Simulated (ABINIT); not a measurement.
# Mo (Im-3m) in ABINIT: further runs

Aim: see how the results for Mo move with the level of theory and the settings. Levels: LDA-PZ, LDA, BP86. Tasks: band structure, equation of state.

Program: ABINIT 10.8.3 (patched build). These are calculated values, not measurements. Logs are shortened: lines on timing, memory, paths and dates and some standing lists are left out, and cuts for length are marked. The log counts tension as positive stress, the text compression.

## 1. The crystal as given

It takes space group Im-3m (No. 229, cubic). Conventional cell: a = 3.168 Å, b = 3.168 Å, c = 3.168 Å, α = 90.00°, β = 90.00°, γ = 90.00°. Around Mo (site symmetry m-3m) lie 8 Mo at 2.74 Å.

## 2. Band structure, LDA-PZ

Contents of run.abi:

```
ndtset 2

pp_dirpath "./"
pseudos "Mo.LDA_PW-JTH.xml"

acell 3*1.0 Angstrom
rprim
    -1.5838089719     1.5838089719     1.5838089719
     1.5838089719    -1.5838089719     1.5838089719
     1.5838089719     1.5838089719    -1.5838089719
ntypat 1
znucl 42
natom 1
typat 1
xred
     0.0000000000     0.0000000000     0.0000000000

ecut 408.170794 eV
pawecutdg 30.0

ixc 2

occopt 3
tsmear 0.00183747

nstep 100

iomode 3
prtwf 0
prteig 0
prtebands 0
prtden1 1

kptopt1 1
ngkpt1 12 12 12
nshiftk1 1
shiftk1 0.0 0.0 0.0
nband1 11
tolvrs1 1.0e-9

iscf2 -2
getden2 1
nband2 15
nbdbuf2 2
tolwfr2 1.0e-12
kptopt2 -5
ndivsm2 8
prteig2 1
prtvol2 -3
kptbounds2
     0.0000000000     0.0000000000     0.0000000000
     0.5000000000    -0.5000000000     0.5000000000
     0.0000000000     0.0000000000     0.5000000000
     0.0000000000     0.0000000000     0.0000000000
     0.2500000000     0.2500000000     0.2500000000
     0.5000000000    -0.5000000000     0.5000000000
```

Potentials or basis: JTH PAW LDA v2.0.

Started as:

```
abinit run.abi > log 2>&1
```

run.abo:

```text
.Version 10.8.3 of ABINIT
 DATASET    1 : space group Im -3 m (#229); Bravais cI (body-center cubic)
================================================================================
 Values of the parameters that define the memory need for DATASET  1.
     intxc =       0    ionmov =       0      iscf =      17    lmnmax =      18
     lnmax =       6     mgfft =      20  mpssoang =       3    mqgrid =    3001
     natom =       1  nloc_mem =       2    nspden =       1   nspinor =       1
    nsppol =       1      nsym =      48    n1xccc =       1    ntypat =       1
    occopt =       3   xclevel =       1
       mpw =         321          nfft =        8000          nkpt =          72
 PAW method is used; the additional fine FFT grid is defined by:
   mgfftf=        27    nfftf =     19683
================================================================================
================================================================================

 DATASET    2 : space group Im -3 m (#229); Bravais cI (body-center cubic)
================================================================================
 Values of the parameters that define the memory need for DATASET  2.
     intxc =       0    ionmov =       0      iscf =      -2    lmnmax =      18
     lnmax =       6     mgfft =      20  mpssoang =       3    mqgrid =    3001
     natom =       1  nloc_mem =       2    nspden =       1   nspinor =       1
    nsppol =       1      nsym =      48    n1xccc =       1    ntypat =       1
    occopt =       3   xclevel =       1
       mpw =         321          nfft =        8000          nkpt =          48
 PAW method is used; the additional fine FFT grid is defined by:
   mgfftf=        27    nfftf =     19683
================================================================================
================================================================================

--------------------------------------------------------------------------------
------------- Echo of variables that govern the present computation ------------
--------------------------------------------------------------------------------
 -outvars: echo values of preprocessed input variables --------
            acell      1.8897261259E+00  1.8897261259E+00  1.8897261259E+00 Bohr
              amu      9.59400000E+01
             ecut      1.50000000E+01 Hartree
           getden1          0
           getden2          1
             iscf1         17
             iscf2         -2
              ixc           2
           jdtset        1    2
           kptopt1          1
           kptopt2         -5
[... 574 lines left out ...]
lattice_angles: [109.471, 109.471, 109.471, ] # degrees, (23, 13, 12)
lattice_volume:   1.0724202E+02
convergence: {deltae:  0.000E+00, res2:  0.000E+00, residm:  9.978E-13, diffor:  0.000E+00, }
etotal    :  -6.90534271E+01
entropy   :   0.00000000E+00
fermie    :   4.86977965E-01
cartesian_stress_tensor: null
pressure_GPa: null
xred      :
- [  0.0000E+00,   0.0000E+00,   0.0000E+00, Mo]
cartesian_forces: null
force_length_stats: {min: null, max: null, mean: null, }
...

 Integrated electronic density in atomic spheres:
 ------------------------------------------------
 Atom  Sphere_radius  Integrated_density
    1        2.20740         11.29555232

================================================================================

 ----iterations are completed or convergence reached----

 Mean square residual over all n,k,spin=   43.649E-14; max=  99.780E-14
 reduced coordinates (array xred) for    1 atoms
       0.000000000000      0.000000000000      0.000000000000

 cartesian coordinates (angstrom) at end:
    1      0.00000000000000     0.00000000000000     0.00000000000000
 length scales=  1.889726125908  1.889726125908  1.889726125908 bohr
              =  1.000000000000  1.000000000000  1.000000000000 angstroms
 Eigenvalues (hartree) for nkpt=  48  k points:
 kpt#   1, nband= 15, wtk=  1.00000, kpt=  0.0000  0.0000  0.0000 (reduced coord)
  -1.75806   -0.77835   -0.77835   -0.77835    0.22384    0.43981    0.43981    0.43981
   0.54769    0.54769    1.03906    1.03906    1.03906    1.45065    1.45065
 kpt#   2, nband= 15, wtk=  1.00000, kpt=  0.0455 -0.0455  0.0455 (reduced coord)
  -1.75769   -0.77983   -0.77901   -0.77901    0.23049    0.43940    0.43940    0.44272
   0.53902    0.55075    1.04628    1.05021    1.05021    1.37875    1.46277
 kpt#   3, nband= 15, wtk=  1.00000, kpt=  0.0909 -0.0909  0.0909 (reduced coord)
  -1.75664   -0.78393   -0.78095   -0.78095    0.24952    0.43898    0.43898    0.45137
   0.51554    0.55940    1.06537    1.08208    1.08208    1.27042    1.49961
 kpt#   4, nband= 15, wtk=  1.00000, kpt=  0.1364 -0.1364  0.1364 (reduced coord)
  -1.75502   -0.78977   -0.78403   -0.78403    0.27815    0.44053    0.44053    0.46549
   0.48281    0.57207    1.09101    1.12945    1.12945    1.17158    1.47245
 kpt#   5, nband= 15, wtk=  1.00000, kpt=  0.1818 -0.1818  0.1818 (reduced coord)
  -1.75299   -0.79623   -0.78803   -0.78803    0.31137    0.44628    0.44631    0.44631
   0.48460    0.58638    1.09571    1.11879    1.17832    1.17832    1.41422
 kpt#   6, nband= 15, wtk=  1.00000, kpt=  0.2273 -0.2273  0.2273 (reduced coord)
  -1.75075   -0.80221   -0.79264   -0.79264    0.34121    0.40995    0.45816    0.45816
[... 113 lines left out ...]
  -1.74540   -0.81398   -0.81398   -0.79345    0.35169    0.35169    0.42776    0.58259
   0.58259    0.86503    0.87239    0.87239    1.20522    1.20522    1.30870
 kpt#  45, nband= 15, wtk=  1.00000, kpt=  0.4250 -0.2750  0.4250 (reduced coord)
  -1.74429   -0.81356   -0.81356   -0.80020    0.32842    0.32842    0.48303    0.59782
   0.59782    0.85959    0.85959    0.86433    1.21151    1.21151    1.30275
 kpt#  46, nband= 15, wtk=  1.00000, kpt=  0.4500 -0.3500  0.4500 (reduced coord)
  -1.74332   -0.81301   -0.81301   -0.80646    0.30957    0.30957    0.54598    0.61427
   0.61427    0.84076    0.84076    0.85379    1.22654    1.22654    1.25060
 kpt#  47, nband= 15, wtk=  1.00000, kpt=  0.4750 -0.4250  0.4750 (reduced coord)
  -1.74264   -0.81257   -0.81257   -0.81084    0.29743    0.29743    0.60512    0.62789
   0.62789    0.82380    0.82380    0.83196    1.20313    1.24059    1.24059
 kpt#  48, nband= 15, wtk=  1.00000, kpt=  0.5000 -0.5000  0.5000 (reduced coord)
  -1.74241   -0.81240   -0.81240   -0.81240    0.29325    0.29325    0.63340    0.63340
   0.63340    0.81685    0.81685    0.81685    1.18569    1.24618    1.24618

== END DATASET(S) ==============================================================
================================================================================

 -outvars: echo values of variables after computation  --------
            acell      1.8897261259E+00  1.8897261259E+00  1.8897261259E+00 Bohr
           etotal1    -6.9053427124E+01
            fcart1    -0.0000000000E+00 -0.0000000000E+00 -0.0000000000E+00
            rprim     -1.5838089719E+00  1.5838089719E+00  1.5838089719E+00
                       1.5838089719E+00 -1.5838089719E+00  1.5838089719E+00
                       1.5838089719E+00  1.5838089719E+00 -1.5838089719E+00
           strten1     4.6783031021E-04  4.6783031021E-04  4.6783031021E-04
                       0.0000000000E+00  0.0000000000E+00  0.0000000000E+00
 Calculation completed.
```

It took 9.2 s on 1 thread of Arm Neoverse V1, shared host; peak memory 0.11 GiB.

Results:

```yaml
Free_energy: -1879.0395 eV
Pressure: -13.8 GPa
Band_gap_on_the_k_mesh: none (metal or under the smearing width)
Valence_electrons_inside_the_program's_atomic_spheres: Mo 11.30 (radii [1.1681] Å)
```

Levels at the corners of the path, in eV from the Fermi level:
```csv
point,band 4,band 5,band 6,band 7,band 8,band 9,band 10,band 11
Γ,-34.43,-7.16,-1.28,-1.28,-1.28,1.65,1.65,15.02
H,-35.36,-5.27,-5.27,3.98,3.98,3.98,8.98,8.98
N,-34.44,-5.18,-3.27,1.63,1.68,2.29,4.74,11.40
Γ,-34.43,-7.16,-1.28,-1.28,-1.28,1.65,1.65,15.02
P,-35.11,-2.52,-2.52,-2.52,2.41,2.41,9.31,11.51
H,-35.36,-5.27,-5.27,3.98,3.98,3.98,8.98,8.98
```

## 3. Equation of state, LDA

Contents of run.abi:

```
# Datasets: one volume each
ndtset 7
getwfk -1
scalecart1 3*0.9795861087
scalecart2 3*0.9864848297
scalecart3 3*0.9932883884
scalecart4 3*1.0000000000
scalecart5 3*1.0066227096
scalecart6 3*1.0131594038
scalecart7 3*1.0196128224

# Pseudopotentials
pp_dirpath "./"
pseudos "Mo.hgh"

# Structure
acell 2.7432376088 2.7432376088 2.7432376088 Angstrom
rprim
    -0.5773502692     0.5773502692     0.5773502692
     0.5773502692    -0.5773502692     0.5773502692
     0.5773502692     0.5773502692    -0.5773502692
ntypat 1
znucl 42
natom 1
typat 1
xred
     0.0000000000     0.0000000000     0.0000000000

# Plane-wave basis
ecut 489.804952 eV

# k points
kptopt 1
ngkpt 12 12 12
nshiftk 1
shiftk 0.0 0.0 0.0

# Exchange and correlation
ixc 7

# Bands and occupations
nband 7
occopt 3
tsmear 0.05 eV

# SCF cycle
nstep 100
tolvrs 1.0e-10

# Output
iomode 3
prtwf 1
prtden 0
prteig 0
prtebands 0
```

Potentials or basis: HGH LDA.

Started as:

```
abinit run.abi > log 2>&1
```

Run time: 22 s. Hardware: 1 thread of Arm Neoverse V1, shared host; peak memory 0.11 GiB.

It converged, with:

| Quantity | Value |
| --- | --- |
| Equilibrium volume | 15.42 Å³/atom (rough: see the caveat) |
| Bulk modulus | 242 GPa (rough) |

Energy against volume, from the lowest point:
```csv
volume (Å³/atom),energy (meV/atom)
14.938,11.18
15.256,0.00
15.574,0.55
15.892,9.54
16.209,28.16
16.527,54.26
16.845,89.73
```

Caveat: the cutoff is too short for stress, so the log's stress isn't used; pressures at fixed basis lie under the slope of the energies; the fit is doubtful: noisy points or a state that changes with volume; HGH potentials are hard and often keep d shells in the core, so these values are rough.

## 4. Equation of state, BP86

run.abi, as its differences from that of step 3:

```diff
@@ -13,3 +13,3 @@
 pp_dirpath "./"
-pseudos "Mo.hgh"
+pseudos "Mo.GGA_PBE-JTH.xml"
 
@@ -29,3 +29,4 @@
 # Plane-wave basis
-ecut 489.804952 eV
+ecut 15.0
+pawecutdg 30.0
 
@@ -38,8 +39,8 @@
 # Exchange and correlation
-ixc 7
+ixc -106132
 
 # Bands and occupations
-nband 7
+nband 11
 occopt 3
-tsmear 0.05 eV
+tsmear 0.00183747
 
@@ -47,3 +48,3 @@
 nstep 100
-tolvrs 1.0e-10
+tolvrs 1.0e-9
```

Potentials or basis: JTH PAW PBE v2.0.

Started as:

```
abinit run.abi > log 2>&1
```

run.abo:

```text
.Version 10.8.3 of ABINIT
 DATASET    1 : space group Im -3 m (#229); Bravais cI (body-center cubic)
================================================================================
 Values of the parameters that define the memory need for DATASET  1.
     intxc =       0    ionmov =       0      iscf =      17    lmnmax =      18
     lnmax =       6     mgfft =      18  mpssoang =       3    mqgrid =    3001
     natom =       1  nloc_mem =       2    nspden =       1   nspinor =       1
    nsppol =       1      nsym =      48    n1xccc =       1    ntypat =       1
    occopt =       3   xclevel =       2
       mpw =         291          nfft =        5832          nkpt =          72
 PAW method is used; the additional fine FFT grid is defined by:
   mgfftf=        27    nfftf =     19683
================================================================================
================================================================================
[... 71 lines left out ...]
 DATASET    7 : space group Im -3 m (#229); Bravais cI (body-center cubic)
[... 1334 lines left out ...]
            fcart6    -0.0000000000E+00 -0.0000000000E+00 -0.0000000000E+00
            fcart7    -0.0000000000E+00 -0.0000000000E+00 -0.0000000000E+00
            rprim1    -5.6556430356E-01  5.6556430356E-01  5.6556430356E-01
                       5.6556430356E-01 -5.6556430356E-01  5.6556430356E-01
                       5.6556430356E-01  5.6556430356E-01 -5.6556430356E-01
[... 17 lines left out ...]
                       5.8867373749E-01  5.8867373749E-01 -5.8867373749E-01
           strten1    -6.0333685474E-04 -6.0333685474E-04 -6.0333685474E-04
                       0.0000000000E+00  0.0000000000E+00  0.0000000000E+00
           strten2    -3.7419495843E-04 -3.7419495843E-04 -3.7419495843E-04
                       0.0000000000E+00  0.0000000000E+00  0.0000000000E+00
           strten3    -1.6798050969E-04 -1.6798050969E-04 -1.6798050969E-04
                       0.0000000000E+00  0.0000000000E+00  0.0000000000E+00
           strten4     1.7675098538E-05  1.7675098538E-05  1.7675098538E-05
                       0.0000000000E+00  0.0000000000E+00  0.0000000000E+00
           strten5     1.8409361065E-04  1.8409361065E-04  1.8409361065E-04
                       0.0000000000E+00  0.0000000000E+00  0.0000000000E+00
           strten6     3.3327740431E-04  3.3327740431E-04  3.3327740431E-04
                       0.0000000000E+00  0.0000000000E+00  0.0000000000E+00
           strten7     4.6493209151E-04  4.6493209151E-04  4.6493209151E-04
                       0.0000000000E+00  0.0000000000E+00  0.0000000000E+00
 Calculation completed.
```

It took 41 s on 1 thread of Arm Neoverse V1, shared host; peak memory 0.12 GiB.

Results:

```yaml
Equilibrium_volume: 15.86 Å³/atom
Bulk_modulus: 259 GPa
Pressure_derivative_of_the_bulk_modulus: 4.5
```

Energy against volume, from the lowest point:
```
volume (Å³/atom)  energy (meV/atom)
          14.938              48.73
          15.256              20.23
          15.574               4.45
          15.892               0.00
          16.209               5.89
          16.527              20.95
          16.845              44.09
```

Caveat: pressures at fixed basis lie under the slope of the energies; the PAW data sets were made with another functional, which shifts forces and pressure a little.
